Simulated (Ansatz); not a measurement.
**MgS/LiCl: band offsets and transmission through a thin layer**

Is the second crystal in MgS/LiCl a barrier for electrons, for holes, or both? The lead is MgS rock salt(001) and the layer set into it LiCl rock salt(001), on a common net of side 3.642 Å (-1.5 % and +0.0 % against typed lattice constants near PBE's). Layer spacings come from each crystal relaxed along the normal on that net, and the joins take the mean spacing. The first steps treat the bulk crystals alone. r2SCAN has lattice constants of its own, so the true strain differs.

Method: r2SCAN DFT, plane waves, PAW files, in the first sound run; inputs show where later runs differ, in Ansatz 0.2.0.

## 1. The structure

Symmetry: Fm-3m, No. 225, cubic system. The conventional cell has a = 5.150 Å, b = 5.150 Å, c = 5.150 Å, α = 90.00°, β = 90.00°, γ = 90.00°. Nearest to Cl lie 6 Li at 2.57 to 2.58 Å. Nearest to Li lie 6 Cl at 2.57 to 2.58 Å. Farther neighbours and most contacts between anions are not listed.

## 2. Relaxing along the normal, strain 0.0001, crystal LiCl rock salt(001)

The crystal is held to the common net and relaxed along the normal.

Contents of input.yaml:

```yaml
crystal:
  lattice:
    - [3.642, 0.0, 0.0]
    - [0.0, 3.642, 0.0]
    - [0.0, 0.0, 5.1496039441]
  atoms:
    - { symbol: Cl, position: [0.0, 0.0, 0.0] }
    - { symbol: Li, position: [0.5, 0.5, 0.0] }
    - { symbol: Cl, position: [0.5, 0.5, 0.5] }
    - { symbol: Li, position: [0.0, 0.0, 0.5] }
kpoints:
  mp_grid: { grid: [6, 6, 6] }
scf:
  occupations: { method: fixed }
  max_iter: 120
hamiltonian:
  xc: r2scan
output: {}
relax:
  f_tol: 0.01
  max_steps: 40
  cell: { fix: [a, b, angles] }
```

Command:

```
ansatz run input.yaml --threads 4 --pin off --max-ram 8192MiB --backend cpu --events-out ev --progress --plain --runs-dir out
```

Numbers of over 12 decimals in the logs are rounded to 6 here.

Log:

```text
Engine: ansatz 0.2.0, aarch64-unknown-linux-gnu
Pseudopotentials: kind: paw
Pseudopotential: Cl, paw, valence charge 7, recommended cutoff 500 eV (meta_gga), Cl.paw.azcp
Pseudopotential: Li, paw, valence charge 3, recommended cutoff 500 eV (meta_gga), Li.paw.azcp
Functional definition: r2SCAN
  parameter k0 = 0.174
  parameter k1 = 0.065
  parameter a1 = 4.9479
  exchange = r2scan_x(k0 = k0, k1 = k1, a1 = a1)
  correlation = r2scan_c
Crystal: 4 atoms, lattice volume = 68.305 Å³
Basis set: ecut = 500 eV, 1739 PW (Γ), exchange–correlation on 108×108×160 points (64 copies of the dense FFT grid, shifted against one another)
Bands: 14, of which v1, the nominal top of the filled ones, is band 10 counted from 1 (9 counted from 0)
Symmetry: 32 space group operations
Space group: I4/mmm (ITA 139), of the structure as read, at distance tolerance 4.1e-5 Å
k-points: 40 of 216
Non-local potential: Cl, projectors of the file, l = 0: 2, l = 1: 2, l = 2: 2
Non-local potential: Li, projectors of the file, l = 0: 3, l = 1: 2, l = 2: 1
PAW form: soft (Blöchl's): semilocal exchange-correlation on the pseudo side does not see the compensation charge
PAW frozen core: Cl, regenerated for the run's functional (the file was generated under x = pbe(κ = 0.804, μ = 0.219515), c = pbe(β = 0.066725))
PAW one-centre angular grid: Cl, 302 points (default); XC on 160 Gauss nodes
PAW one-centre angular grid: Li, 302 points (default); XC on 327 of its mesh's 2665 points in the sphere
Initial density: superposition of atomic densities (neutral atoms: chi_scale 0, normalization atom), corrected by the library's trained network
Initial wavefunctions: pseudopotential atomic-orbital guess
Functional: x = r2scan, c = r2scan; τ floored in thin density (d = 2e-4 eV/Å³)
SCF iter   1: F=—  HF=-2585.542244 eV  |F-HF|=—  |Δ(HF+E_count)|=         —  Δρ=4.36e-3  dr2=6.22e-3  dr2_τ=4.03e-3  ethr=1.77e-3  ⟨swp⟩=5.0  Hψ=2801  notcnv=0  defer=76
preconditioner: auto → none  [insulator: Δε(μ)=7.123 eV  Ē_g=13.916 eV  n_scr=14 (ndim 8)  ℏωp=18.0 eV  f_vac=0.000  ε∞_Penn≈2.7]
SCF iter   2: F=—  HF=-2585.582575 eV  |F-HF|=—  |Δ(HF+E_count)|=   4.03e-2  Δρ=2.03e-3  dr2=1.43e-3  dr2_τ=7.56e-5  ethr=3.11e-5  ⟨swp⟩=2.4  Hψ=1341  notcnv=0  defer=79
SCF iter   3: F=—  HF=-2585.582769 eV  |F-HF|=—  |Δ(HF+E_count)|=   1.94e-4  Δρ=5.22e-4  dr2=1.28e-4  dr2_τ=3.35e-5  ethr=7.15e-6  ⟨swp⟩=3.0  Hψ=961  notcnv=0  defer=79
SCF iter   4: F=—  HF=-2585.582751 eV  |F-HF|=—  |Δ(HF+E_count)|=   1.79e-5  Δρ=4.10e-5  dr2=1.41e-6  dr2_τ=1.12e-7  ethr=6.42e-7  ⟨swp⟩=2.1  Hψ=820  notcnv=0  defer=8
SCF iter   5: F=—  HF=-2585.582754 eV  |F-HF|=—  |Δ(HF+E_count)|=   2.97e-6  Δρ=1.04e-5  dr2=1.71e-8  dr2_τ=6.26e-9  ethr=7.04e-9  ⟨swp⟩=2.0  Hψ=878  notcnv=0
SCF iter   6: F=-2585.582754 eV  HF=-2585.582754 eV  |F-HF|=1.77e-9  |Δ(HF+E_count)|=   4.05e-8  Δρ=8.35e-7  dr2=5.15e-10  dr2_τ=2.08e-10  ethr=8.53e-11  ⟨swp⟩=2.0  Hψ=1888  notcnv=0
SCF 1 converged in 6 iterations: F = -2585.582754 eV  dr2 = 5.15e-10
  greatest PAW one-centre occupation: 0.999 electrons in one spin orbital (limit 2), on the Li atom at site 3 (counted from 0), in its partial waves of l = 0
relax step   1: F+E_penalty+E_count = -2585.58275390 eV  Δ(F+E_penalty+E_count) = +0.000e0 eV  max|allowed force component| = 2.316e-30 eV/Å  Δτ_max = 0.0000 Å  P = -0.731 GPa  Ω = 68.305 Å³  fix = [a, b, alpha, beta, gamma]  reactions: a -0.732, b -0.732 GPa  (6 SCF iters, dr2 threshold 1.00e-7 eV, accepted)
Crystal: 4 atoms, lattice volume = 67.923 Å³
Basis set: ecut = 500 eV, 1715 PW (Γ), exchange–correlation on 108×108×160 points (64 copies of the dense FFT grid, shifted against one another)
Initial density: handed on by an earlier stage of this run
Initial wavefunctions: those handed on with the density
iter 1 solved again at ethr=1.42e-7 eV; its pass at ethr=3.10e-3 eV (dr2=2.84e-5 eV) is discarded
SCF iter   1: F=—  HF=-2585.583931 eV  |F-HF|=—  |Δ(HF+E_count)|=         —  Δρ=2.40e-4  dr2=4.52e-5  dr2_τ=1.78e-4  ethr=1.42e-7  ⟨swp⟩=3.0  Hψ=3323  notcnv=0  defer=40
automatic band count: iteration 1 solves 13 bands in place of 14: the levels show a gap, and the empty bands left out lie too high to hold charge; the band table lists the bands solved (type scf.n_extra_bands for more)
preconditioner: auto → none  [insulator: Δε(μ)=7.181 eV  Ē_g=13.613 eV  n_scr=14 (ndim 8)  ℏωp=18.0 eV  f_vac=0.000  ε∞_Penn≈2.8]
SCF iter   2: F=—  HF=-2585.584144 eV  |F-HF|=—  |Δ(HF+E_count)|=   2.13e-4  Δρ=1.21e-4  dr2=1.08e-5  dr2_τ=3.74e-7  ethr=1.42e-7  ⟨swp⟩=2.0  Hψ=1000  notcnv=0  defer=40
SCF iter   3: F=-2585.584147 eV  HF=-2585.584147 eV  |F-HF|=3.73e-7  |Δ(HF+E_count)|=   2.79e-6  Δρ=2.78e-5  dr2=3.51e-7  dr2_τ=4.26e-8  ethr=2.00e-9  ⟨swp⟩=3.3  Hψ=2320  notcnv=0
SCF 2 converged in 3 iterations: F = -2585.584147 eV  dr2 = 3.51e-7
relax step   2: F+E_penalty+E_count = -2585.58414708 eV  Δ(F+E_penalty+E_count) = -1.393e-3 eV  max|allowed force component| = 1.815e-30 eV/Å  Δτ_max = 0.0000 Å  P = -0.550 GPa  Ω = 67.923 Å³  energy of the carried Pulay correction = +2.559e-5 eV  fix = [a, b, alpha, beta, gamma]  reactions: a -0.618, b -0.618 GPa  (3 SCF iters, dr2 threshold 4.00e-7 eV, accepted)
Crystal: 4 atoms, lattice volume = 67.419 Å³
iter 1 solved again at ethr=2.72e-7 eV; its pass at ethr=3.10e-3 eV (dr2=5.45e-5 eV) is discarded
SCF iter   1: F=—  HF=-2585.584466 eV  |F-HF|=—  |Δ(HF+E_count)|=         —  Δρ=3.25e-4  dr2=8.16e-5  dr2_τ=3.14e-4  ethr=2.72e-7  ⟨swp⟩=3.0  Hψ=3329  notcnv=0  defer=39
automatic band count: iteration 1 solves 13 bands in place of 14: the levels show a gap, and the empty bands left out lie too high to hold charge; the band table lists the bands solved (type scf.n_extra_bands for more)
preconditioner: auto → none  [insulator: Δε(μ)=7.219 eV  Ē_g=13.645 eV  n_scr=14 (ndim 8)  ℏωp=18.1 eV  f_vac=0.000  ε∞_Penn≈2.8]
SCF iter   2: F=—  HF=-2585.584785 eV  |F-HF|=—  |Δ(HF+E_count)|=   3.19e-4  Δρ=1.64e-4  dr2=1.95e-5  dr2_τ=6.91e-7  ethr=2.72e-7  ⟨swp⟩=2.0  Hψ=1000  notcnv=0  defer=40
SCF iter   3: F=—  HF=-2585.584791 eV  |F-HF|=—  |Δ(HF+E_count)|=   5.99e-6  Δρ=3.68e-5  dr2=6.21e-7  dr2_τ=8.26e-8  ethr=9.74e-8  ⟨swp⟩=2.5  Hψ=895  notcnv=0  defer=40
SCF iter   4: F=-2585.584792 eV  HF=-2585.584792 eV  |F-HF|=9.27e-8  |Δ(HF+E_count)|=   6.83e-7  Δρ=1.61e-5  dr2=8.11e-8  dr2_τ=4.19e-9  ethr=2.00e-9  ⟨swp⟩=4.0  Hψ=1722  notcnv=0
SCF 3 converged in 4 iterations: F = -2585.584792 eV  dr2 = 8.11e-8
relax step   3: F+E_penalty+E_count = -2585.58479223 eV  Δ(F+E_penalty+E_count) = -6.452e-4 eV  max|allowed force component| = 8.406e-30 eV/Å  Δτ_max = 0.0000 Å  P = -0.295 GPa  Ω = 67.419 Å³  energy of the carried Pulay correction = +5.959e-5 eV  fix = [a, b, alpha, beta, gamma]  reactions: a -0.460, b -0.460 GPa  (4 SCF iters, dr2 threshold 4.00e-7 eV, accepted)
Initial wavefunctions: pseudopotential atomic-orbital guess (no wavefunctions were taken with the density)
iter 1 solved again at ethr=6.08e-8 eV; its pass at ethr=3.10e-3 eV (dr2=1.22e-5 eV) is discarded
SCF iter   1: F=—  HF=-2585.584737 eV  |F-HF|=—  |Δ(HF+E_count)|=         —  Δρ=2.03e-5  dr2=9.26e-8  dr2_τ=6.24e-8  ethr=6.08e-8  ⟨swp⟩=3.1  Hψ=4305  notcnv=0  defer=80
preconditioner: auto → none  [insulator: Δε(μ)=7.221 eV  Ē_g=13.949 eV  n_scr=14 (ndim 8)  ℏωp=18.1 eV  f_vac=0.000  ε∞_Penn≈2.7]
SCF iter   2: F=—  HF=-2585.584734 eV  |F-HF|=—  |Δ(HF+E_count)|=   2.52e-6  Δρ=1.00e-5  dr2=2.18e-8  dr2_τ=3.49e-9  ethr=4.63e-10  ⟨swp⟩=2.0  Hψ=859  notcnv=0  defer=52
SCF iter   3: F=—  HF=-2585.584734 eV  |F-HF|=—  |Δ(HF+E_count)|=   2.91e-8  Δρ=1.32e-6  dr2=1.30e-9  dr2_τ=2.30e-10  ethr=1.09e-10  ⟨swp⟩=2.0  Hψ=871  notcnv=0  defer=52
SCF iter   4: F=-2585.584734 eV  HF=-2585.584734 eV  |F-HF|=4.64e-11  |Δ(HF+E_count)|=  2.08e-10  Δρ=2.92e-7  dr2=3.37e-11  dr2_τ=5.13e-12  ethr=1.00e-12  ⟨swp⟩=3.0  Hψ=2312  notcnv=0
SCF 4 converged in 4 iterations: F = -2585.584734 eV  dr2 = 3.37e-11
relax step   4: F+E_penalty+E_count = -2585.58473445 eV  Δ(F+E_penalty+E_count) = +5.778e-5 eV  max|allowed force component| = 4.068e-30 eV/Å  Δτ_max = 0.0000 Å  P = -0.295 GPa  Ω = 67.419 Å³  fix = [a, b, alpha, beta, gamma]  reactions: a -0.459, b -0.459 GPa  stress off target by 3.41e-2 GPa on what of the cell is left free  SCF on the basis re-selected at this cell (its energy is not comparable with the rows above)  (4 SCF iters)
basis re-selected at this cell: Δ(F+E_penalty+E_count) = +5.778e-5 eV, ΔP = +0.000 GPa vs the last step (what re-selecting the basis moved, of the pressure what is left beyond the Pulay correction that the steps carried, after the strain that the cell walked since its last selection, with what the two solves' SCF thresholds leave and, on support functions, any second-order correction that the steps lacked; it is no m [...]
SCF converged after 4 iterations
Free energy (F): -2585.584734 eV
Harris-Foulkes:  -2585.584734 eV  (|F-HF|=4.64e-11)
Internal energy: -2585.584734 eV  (E = F + TS)
E sigma→0 (E₀):  -2585.584734 eV
Fermi energy:    1.347089 eV
--- Per-component energies (eV) ---
  E_band       = -221.325308
  E_kinetic    = 367.121912
  E_local      = -648.746425  (includes V_loc(G=0)·N_el)
  E_nonlocal   = -9.951189
  E_hartree    = 189.344070
  E_xc         = -230.946680
  E_vxc        = -301.762333  (∫ρ·V_xc dr)
  E_paw        = -1376.909543  (= ΣΔE_a)
  E_vpaw       = -22.756453  (= ΣTr[D̂ρ^β])
  E_aug_tail   = -0.000128  (compensation charges beyond the density's cutoff)
  E_vtau       = 16.081220  (kinetic-family band-sum trace: ∫τ·v_τ [+ j·A + Jᵃ·Aᵃ] dr)
  E_ewald      = -875.223936
  E_core_change = -0.272814  (= ΣΔE_core)
  E_smearing   = -0.000000  (= −TS)
  E_closure    = -0.000000  (closes the sum)
  Σ components = -2585.584734   (vs F -2585.584734, Δ=0.00e0)
--- Forces (eV/Å), atoms counted from 1 ---
  atom   1  Cl    -0.00000000     0.00000000    -0.00000000
  atom   2  Li     0.00000000     0.00000000     0.00000000
  atom   3  Cl     0.00000000    -0.00000000    -0.00000000
  atom   4  Li    -0.00000000     0.00000000     0.00000000
  max |Σ_I F_I| component: 1.87e-30 eV/Å
--- Stress (GPa, compression-positive) ---
       -0.458910       0.000000       0.000000
        0.000000      -0.458910       0.000000
        0.000000       0.000000       0.034125
  P = ⅓ Tr σ = -0.2946 GPa (-2.946 kbar)
--- Relaxed structure (3 steps of the walk, 3 accepted, 1 SCFs on fresh bases) ---
  F+E_penalty+E_count = -2585.58473445 eV   max|allowed force component| = 4.068e-30 eV/Å   (the final SCF, on the basis selected at the relaxed cell)
  cell:  # Å, volume = 67.4186 Å³
    - [3.642, 0, 0.0]
    - [0, 3.642, 0.0]
    - [0.0, 0.0, 5.082764]
  atoms:
    - { symbol: Cl, position: [0, 0, 0.0] }
    - { symbol: Li, position: [0.500000, 0.500000, 0.0] }
    - { symbol: Cl, position: [0.500000, 0.500000, 0.5] }
    - { symbol: Li, position: [0, 0, 0.5] }
```

Run time: 4 s. Hardware: 4 threads of Arm Neoverse V2, shared host; peak memory 0.49 GiB; 15 s of CPU time.

The steps of the relaxation:

```csv
step,energy less that of the first step (eV),largest force component (eV/Å),pressure (GPa),volume (Å³)
1,0.0000,0.0000,-0.73,68.31
2,-0.0014,0.0000,-0.55,67.92
3,-0.0020,0.0000,-0.29,67.42
4*,-0.0020,0.0000,-0.29,67.42
```

Relaxation steps marked * repeat the geometry before them on a plane-wave basis chosen anew for their cell, so energy and pressure can jump there.

The run keeps the 32 symmetry operations that it works with, so distortions that break them were not tested.

```csv
cell as run,before,after,change
a (Å),3.642,3.642,+0.0 %
b (Å),3.642,3.642,+0.0 %
c (Å),5.150,5.083,-1.3 %
volume (Å³/atom),17.08,16.85,-1.3 %
```

Final coordinates:

```cif
data_structure
_symmetry_space_group_name_H-M 'P 1'
_symmetry_Int_Tables_number 1
_cell_length_a 3.6420
_cell_length_b 3.6420
_cell_length_c 5.0828
_cell_angle_alpha 90.000
_cell_angle_beta 90.000
_cell_angle_gamma 90.000
_cell_volume 67.42
loop_
_atom_site_label
_atom_site_type_symbol
_atom_site_fract_x
_atom_site_fract_y
_atom_site_fract_z
_atom_site_occupancy
Cl1 Cl 0.00000 0.00000 0.00000 1
Li2 Li 0.50000 0.50000 0.00000 1
Cl3 Cl 0.50000 0.50000 0.50000 1
Li4 Li 0.00000 0.00000 0.50000 1
```

Numbers from this step:

| Quantity | Value |
| --- | --- |
| free energy | -2585.5847 eV |
| Fermi energy | 1.347 eV |
| pressure | -0.2946 GPa |

The cell shrank by 1.3 % in volume.

## 3. Band edges, strain 0.0001, crystal LiCl rock salt(001)

The band edges of this cell are searched, off the mesh as well.

Contents of input.yaml:

```yaml
crystal:
  lattice:
    - [3.642, 0.0, 0.0]
    - [0.0, 3.642, 0.0]
    - [0.0, 0.0, 5.0827636534]
  atoms:
    - { symbol: Cl, position: [0.0, 0.0, 0.0] }
    - { symbol: Li, position: [0.5, 0.5, 0.0] }
    - { symbol: Cl, position: [0.5, 0.5, 0.5] }
    - { symbol: Li, position: [0.0, 0.0, 0.5] }
kpoints:
  mp_grid: { grid: [8, 8, 6] }
  band_path: { path: [VBM, CBM], npoints: 24 }
scf:
  occupations: { method: fixed }
  max_iter: 120
hamiltonian:
  xc: r2scan
output:
  eigenvalues: true
checkpoint:
  write: LiCl.run
  compress: false
  write_wavefunctions: false
```

Log:

```text
[...]
Crystal: 4 atoms, lattice volume = 67.419 Å³
Basis set: ecut = 500 eV, 1715 PW (Γ), exchange–correlation on 108×108×160 points (64 copies of the dense FFT grid, shifted against one another)
Bands: 14, of which v1, the nominal top of the filled ones, is band 10 counted from 1 (9 counted from 0)
Symmetry: 32 space group operations
[...]
k-points: 60 of 384
[...]
SCF iter   1: F=—  HF=-2585.543630 eV  |F-HF|=—  |Δ(HF+E_count)|=         —  Δρ=4.36e-3  dr2=6.02e-3  dr2_τ=4.25e-3  ethr=1.77e-3  ⟨swp⟩=5.0  Hψ=4211  notcnv=0  defer=108
[...]
SCF iter   6: F=-2585.584797 eV  HF=-2585.584797 eV  |F-HF|=2.95e-9  |Δ(HF+E_count)|=   5.50e-8  Δρ=1.26e-6  dr2=8.97e-10  dr2_τ=4.31e-10  ethr=1.65e-10  ⟨swp⟩=2.7  Hψ=3661  notcnv=0
SCF 1 converged in 6 iterations: F = -2585.584797 eV  dr2 = 8.97e-10
[...]
NSCF: frozen V_eff on 40 k-points
[...]
SCF converged after 6 iterations
Free energy (F): -2585.584797 eV
[...]
Internal energy: -2585.584797 eV  (E = F + TS)
E sigma→0 (E₀):  -2585.584797 eV
Fermi energy:    1.347021 eV
[...]
--- Band table (eV; the first three rows and the last of 60) ---
  k-point 0: bands = [... 6 lower, 0.1843, 1.3096, 1.3470, 1.3470, 8.5680, 9.9201, 10.1601, 13.8052]
  k-point 1: bands = [... 6 lower, 0.2529, 1.0951, 1.2579, 1.2579, 8.8997, 10.0577, 10.3092, 13.4000]
  k-point 2: bands = [... 6 lower, 0.4461, 0.5376, 1.0241, 1.0241, 9.7895, 10.4700, 10.7518, 12.4074]
  k-point 59: bands = [... 6 lower, -0.7898, -0.7898, 0.2224, 0.2224, 11.6909, 11.6909, 12.4302, 12.4302]
```

Run time: 4 s. Hardware: 4 threads; peak memory 0.45 GiB; 15 s of CPU time.

This step gave:

- free energy: -2585.5848 eV
- gap on the k-mesh: 7.221 eV
- gap on path: 7.221 eV, by band count; negative where bands overlap
- edge places on path: 0, 0.03594 1/A along the path

Electronic bands along the path, in eV, zero at the Fermi level (highest filled level under fixed occupations); v1 is the highest filled band, c1 the lowest empty one:

```csv
point,v4,v3,v2,v1,c1
VBM,-1.16,-0.04,-0.01,0.00,7.23
halfway,-1.16,-0.04,0.00,0.00,7.22
CBM,-1.16,-0.04,0.00,0.00,7.22
```

The electronic bands as a text plot (rows in eV; labels by their first letter):

```
    7.0 |++++++++++++++++++++++++++++++++++++++++++++++++++++++++
    6.6 |
    6.2 |
    5.7 |
    5.3 |
    4.9 |
    4.5 |
    4.1 |
    3.6 |
    3.2 |
    2.8 |
    2.4 |
    1.9 |
    1.5 |
    1.1 |
    0.7 |
    0.2 |
   -0.2 |********************************************************
   -0.6 |
   -1.0 |********************************************************
   -1.5 |
   -1.9 |
   -2.3 |
   -2.7 |********************************************************
         V                                                      C
```

The searched edges give 7.22 eV, as on the mesh.

(Part 1 of 4 ends here.)

[Logs are printed without paths, hosts, clocks, repeated set-up lines and the standing remarks that a program may print on its own settings, such as how far it seeks lower states.]

[Hosts, paths, dates, database ids (printed as entryN), source tags and the programs' standing remarks are cut or masked in the printed files.]
